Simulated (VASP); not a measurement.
A run of VASP 6.6.1:

INCAR

```
PREC     = Accurate       # precision mode
ENCUT    = 350            # plane-wave cutoff, eV
EDIFF    = 1E-6           # SCF threshold, eV
ISMEAR   = 0              # smearing method
SIGMA    = 0.02           # smearing width, eV
LREAL    = False          # projectors in reciprocal space
LASPH    = True           # aspherical terms in the spheres
NELM     = 100            # most SCF steps
ALGO     = Fast           # electronic algorithm
ISIF     = 2              # what is computed and relaxed
LWAVE    = False          # write WAVECAR
LCHARG   = False          # write CHGCAR
GGA      = PE             # functional
NBANDS   = 9              # bands
```

File KPOINTS:

```
Automatic mesh
0
Gamma
  4 4 4
```

Contents of POSCAR:

```
Te
1.0
    2.3059043427      1.3313144930      1.6909537039
   -2.3059043427      1.3313144930      1.6909537039
    0.0000000000     -2.6626289860      1.6909537039
Te
1
Direct
    0.5000000000      0.5000000000      0.5000000000
```

Potentials or basis: VASP PAW PBE potentials, release 64 (Te_GW).

Command:

```console
$ cat potpaw_PBE.64/Te_GW/POTCAR > POTCAR
$ mpirun -np 1 vasp_std > vasp.out
```

Hardware: 1 thread of Intel(R) Xeon(R) Platinum 8488C (Sapphire Rapids), with other jobs on the host.

Problem. How long does it take, and how much memory?

Solution. It took 2.9 s on 1 thread of Intel(R) Xeon(R) Platinum 8488C (Sapphire Rapids), on a shared host, peak memory 0.12 GiB. Counts: scf iterations 11, k points 13.
